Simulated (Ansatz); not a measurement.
# AgCl: a single-point run

Aim: a sound single-point run of AgCl. The structure is shown as the input types it.

Computed with Ansatz 0.2.0 (DFT, PBEsol, PAW with Ansatz's default frozen-core files, scalar-relativistic, unless a step's input says otherwise).

### 1 Starting point

Symmetry: Fm-3m, No. 225, cubic system. Conventional cell: a = 5.545 Å, b = 5.545 Å, c = 5.545 Å, α = 90.00°, β = 90.00°, γ = 90.00°. Ag (site symmetry m-3m) has 6 Cl at 2.77 Å as nearest neighbours. Cl (site symmetry m-3m) is surrounded by 6 Ag at 2.77 Å.

Coordinates:

```cif
data_structure
_symmetry_space_group_name_H-M 'Fm-3m'
_symmetry_Int_Tables_number 225
_cell_length_a 5.5453
_cell_length_b 5.5453
_cell_length_c 5.5453
_cell_angle_alpha 90.000
_cell_angle_beta 90.000
_cell_angle_gamma 90.000
_cell_volume 170.52
loop_
_atom_site_label
_atom_site_type_symbol
_atom_site_symmetry_multiplicity
_atom_site_Wyckoff_symbol
_atom_site_fract_x
_atom_site_fract_y
_atom_site_fract_z
_atom_site_occupancy
Ag1 Ag 4 a 0.00000 0.00000 0.00000 1
Cl1 Cl 4 b 0.50000 0.00000 0.00000 1
```

### 2 The calculation

File input.yaml:

```yaml
crystal:
  lattice:
    - [0.0, 2.7726629968, 2.7726629968]
    - [2.7726629968, 0.0, 2.7726629968]
    - [2.7726629968, 2.7726629968, 0.0]
  atoms:
    - { symbol: Ag, position: [0.0, 0.0, 0.0] }
    - { symbol: Cl, position: [0.5, 0.5, 0.5] }
kpoints:
  mp_grid: { grid: [9, 9, 9] }
  band_path:
    path:
      - [0.0, 0.0, 0.0]
      - [0.5, 0.0, 0.5]
      - [0.625, 0.25, 0.625]
      - [0.375, 0.375, 0.75]
      - [0.0, 0.0, 0.0]
      - [0.5, 0.5, 0.5]
      - [0.5, 0.25, 0.75]
      - [0.5, 0.0, 0.5]
    npoints: 5
scf:
  occupations: { method: fixed }
  max_iter: 60
hamiltonian:
  xc: pbesol
  pseudopotentials: { kind: paw }
output:
  forces: true
  stress: true
  eigenvalues: true
  efg: { contact_densities: true }
```

The run is started by

```console
ansatz run input.yaml --threads 1 --pin off --max-ram 2048MiB --backend cpu --events-out ev --progress --plain --runs-dir out
```

**Question.** How will this run end, and is anything wrong with its input?

This run ends as converged, with warnings (gradients without spin orbit). Convergence says nothing about whether the input makes sense.

Fixed occupations are right only where a gap separates filled from empty bands at every k-point. This system has one (0.78 eV on the mesh), so they are sound here.

The occupations need no remedy; a run with other occupations serves as a check.
